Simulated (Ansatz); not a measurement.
# CsH: the cost of one run

Code: Ansatz 0.2.0. PAW datasets, plane waves. (Calculated; spin-unpolarised; the phase may be known or hypothetical.)

## (1) The system as given

The cell was relaxed beforehand with r2SCAN.

The symmetry is P6_3/mmc (No. 194, hexagonal); conventional cell a = 4.368 Å, c = 7.849 Å, 32.43 Å³ an atom. Around Cs lie 6 H at 3.20 Å; around H lie 6 Cs at 3.20 Å.

As a file:

```cif
data_structure
_symmetry_space_group_name_H-M 'P6_3/mmc'
_symmetry_Int_Tables_number 194
_cell_length_a 4.3682
_cell_length_b 4.3682
_cell_length_c 7.8491
_cell_angle_alpha 90.000
_cell_angle_beta 90.000
_cell_angle_gamma 120.000
_cell_volume 129.71
loop_
_atom_site_label
_atom_site_type_symbol
_atom_site_symmetry_multiplicity
_atom_site_Wyckoff_symbol
_atom_site_fract_x
_atom_site_fract_y
_atom_site_fract_z
_atom_site_occupancy
Cs1 Cs 2 a 0.00000 0.00000 0.00000 1
H1 H 2 c 0.33333 0.66667 0.25000 1
```

## (2) PBE band path

input.yaml reads:

```yaml
crystal:
  lattice:
    - [4.3682285155, 0.0, 0.0]
    - [-2.1841142577, 3.7829968639, 0.0]
    - [0.0, 0.0, 7.8490600273]
  atoms:
    - { symbol: Cs, position: [0.0, 0.0, 0.0] }
    - { symbol: Cs, position: [0.0, 0.0, 0.5] }
    - { symbol: H, position: [0.3333333333, 0.6666666667, 0.25] }
    - { symbol: H, position: [0.6666666667, 0.3333333333, 0.75] }
kpoints:
  mp_grid: { grid: [12, 12, 4] }
  band_path:
    path:
      - [[0.0, 0.0, 0.0], [0.5, 3.338933352955e-17, 5.690859530009e-19], [0.3333333333333, 0.3333333333333, 3.79390635334e-19], [0.0, 0.0, 0.0], [-6.625109496365e-37, 3.408000088389e-36, 0.5], [0.5, 3.334514376572e-17, 0.5], [0.3333333333333, 0.3333333333333, 0.5], [-6.625109496365e-37, 3.408000088389e-36, 0.5]]
      - [[0.5, 3.334514376572e-17, 0.5], [0.5, 3.338933352955e-17, 5.690859530009e-19]]
      - [[0.3333333333333, 0.3333333333333, 0.5], [0.3333333333333, 0.3333333333333, 3.79390635334e-19]]
    npoints: 10
hamiltonian:
  xc: pbe
scf:
  occupations: { method: fermi_dirac, width: 0.02 }
  n_extra_bands: 5
output:
  forces: true
  stress: true
  eigenvalues: true
```

Launch:

```sh
$ ansatz run input.yaml --threads 2 --pin off --max-ram 2211MiB --backend cpu --events-out ev --progress --plain --runs-dir out
```

What time and memory should one allow on 2 threads of Arm Neoverse V2, shared host?

About 5.8 s, with a peak of 0.41 GiB.
